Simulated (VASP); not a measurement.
**VASP inputs for GaP (zincblende)**

INCAR, step 1 (PBE orbitals to start from)

```
GGA = PE
ISMEAR = 0
LREAL = .FALSE.
PREC = Accurate
LWAVE = .TRUE.
LCHARG = .FALSE.
SIGMA = 0.01
ENCUT = 520
LASPH = .TRUE.
NBANDS = 16
NELM = 120
EDIFF = 1E-5
```

INCAR, step 2

```
NELM = 120
LREAL = .FALSE.
LWAVE = .FALSE.
ISMEAR = 0
ISTART = 1
ALGO = Normal
LCHARG = .FALSE.
ENCUT = 520
PRECFOCK = Fast
ISIF = 2
EDIFF = 1E-7
SIGMA = 0.01
GGA = PE
LASPH = .TRUE.
LHFCALC = .TRUE.
NBANDS = 16
NSW = 0
IBRION = -1
HFSCREEN = 0.2079
AEXX = 0.25
PREC = Accurate
```

KPOINTS

```
KPOINTS created by Atomic Simulation Environment
0
Gamma
6 6 6
0 0 0
```

KPOINTS_OPT

```
special points
7
Reciprocal
0.0000000000 0.0000000000 0.0000000000 1
0.5000000000 0.0000000000 0.5000000000 1
0.5000000000 0.2500000000 0.7500000000 1
0.3750000000 0.3750000000 0.7500000000 1
0.5000000000 0.5000000000 0.5000000000 1
0.6250000000 0.2500000000 0.6250000000 1
0.4500000000 0.0000000000 0.4500000000 1
```

POSCAR

```
Ga P
 1.0000000000000000
    -0.0000000000000000    2.7253992941285432    2.7253992941285432
     2.7253992941285432    0.0000000000000000    2.7253992941285432
     2.7253992941285432    2.7253992941285432    0.0000000000000000
 Ga  P
   1   1
Cartesian
  0.0000000000000000 -0.0000000000000000 -0.0000000000000000
  1.3626996470642714  1.3626996470642714  1.3626996470642714
```

VASP ran with the recommended PBE PAW datasets (18 valence electrons in the cell).

Q: Predict the results.

A: gap between bands v and c 2.26 eV; least direct gap 2.79 eV; pressure 0.5 GPa.

Band v is the last that the valence electrons fill when counted band by band, and c is the next. Levels in eV from the top of v:

```csv
point,v−1,v,c,c+1
Γ,0.00,0.00,2.79,4.77
X,-2.92,-2.92,2.29,2.56
W,-3.89,-3.69,5.51,5.98
K,-4.28,-2.45,2.92,5.74
L,-1.21,-1.21,2.51,5.62
```
